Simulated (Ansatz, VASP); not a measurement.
**TePb: VASP beside Ansatz**

The input INCAR:

```
SYSTEM = TePb
ALGO = Fast
EDIFF = 1E-6
ENCUT = 520
GGA = CA
ISIF = 2
ISMEAR = -1
LASPH = .True.
LCHARG = .False.
LREAL = .False.
LWAVE = .False.
NELM = 60
PREC = Accurate
SIGMA = 0.05
```

KPOINTS

```
k-points
0
Gamma
  7 7 7
  0 0 0
```

POSCAR

```
TePb
1.0
    0.0000000000      3.2310000000      3.2310000000
    3.2310000000      0.0000000000      3.2310000000
    3.2310000000      3.2310000000      0.0000000000
Pb Te
1 1
Direct
    0.0000000000      0.0000000000      0.0000000000
    0.5000000000      0.5000000000      0.5000000000
```

File KPOINTS_OPT:

```
path GXWKGLUWLK,UX
20
line-mode
reciprocal
 0.0000000000  0.0000000000  0.0000000000  G
 0.5000000000  0.0000000000  0.5000000000  X

 0.5000000000  0.0000000000  0.5000000000  X
 0.5000000000  0.2500000000  0.7500000000  W

 0.5000000000  0.2500000000  0.7500000000  W
 0.3750000000  0.3750000000  0.7500000000  K

 0.3750000000  0.3750000000  0.7500000000  K
 0.0000000000  0.0000000000  0.0000000000  G

 0.0000000000  0.0000000000  0.0000000000  G
 0.5000000000  0.5000000000  0.5000000000  L

 0.5000000000  0.5000000000  0.5000000000  L
 0.6250000000  0.2500000000  0.6250000000  U

 0.6250000000  0.2500000000  0.6250000000  U
 0.5000000000  0.2500000000  0.7500000000  W

 0.5000000000  0.2500000000  0.7500000000  W
 0.5000000000  0.5000000000  0.5000000000  L

 0.5000000000  0.5000000000  0.5000000000  L
 0.3750000000  0.3750000000  0.7500000000  K

 0.6250000000  0.2500000000  0.6250000000  U
 0.5000000000  0.0000000000  0.5000000000  X
```

The input input.yaml:

```yaml
crystal:
  lattice:
    - [0.0, 3.231, 3.231]
    - [3.231, 0.0, 3.231]
    - [3.231, 3.231, 0.0]
  atoms:
    - { symbol: Pb, position: [0.0, 0.0, 0.0] }
    - { symbol: Te, position: [0.5, 0.5, 0.5] }
hamiltonian:
  xc: lda
  pseudopotentials: { kind: paw }
kpoints:
  mp_grid: { grid: [7, 7, 7] }
  band_path:
    path:
      - [[0.0, 0.0, 0.0], [0.5, 0.0, 0.5], [0.5, 0.25, 0.75], [0.375, 0.375, 0.75], [0.0, 0.0, 0.0], [0.5, 0.5, 0.5], [0.625, 0.25, 0.625], [0.5, 0.25, 0.75], [0.5, 0.5, 0.5], [0.375, 0.375, 0.75]]
      - [[0.625, 0.25, 0.625], [0.5, 0.0, 0.5]]
    npoints: 14
scf:
  occupations: { method: fermi_dirac, width: 0.05 }
  n_extra_bands: 6
output:
  forces: true
  stress: true
  eigenvalues: true
  fatbands: true
  write_density: true
  write_potential: true
  elf: true
  volumetric_format: npy
```

Alike in both runs: task band structure; functional LDA; k mesh 7 × 7 × 7; occupations fermi-dirac, width 0.05 eV; no spin polarisation.

|  | VASP | Ansatz |
| --- | --- | --- |
| version | VASP 6.6.1 | Ansatz 0.2.0 |
| potentials or method | VASP PAW LDA potentials, release 64 (Pb_d, Te) | Ansatz PAW |
| plane-wave cutoff (eV) | 520 | 420 |
| valence electrons in the cell | 20 | 30 |

VASP gave:

- gap on the k mesh at the Fermi level (eV): 0.93
- least direct gap on the mesh (eV): 0.93
- gap along the band path (eV): 0.64
- pressure (GPa): -1.6

Q: What did Ansatz give for the same quantities?

A: gap on the k mesh at the Fermi level (eV): 0.94; least direct gap on the mesh (eV): 0.94; gap along the band path (eV): 0.65; pressure (GPa): -1.7.

The two sets of potentials don't hold the same shells in valence.

Caveats: spin-orbit coupling is left out, which moves the levels of the heavy elements; the PAW data sets come from PBE, with cores solved anew for the run's functional, which leaves a small shift of forces and pressure (Ansatz).
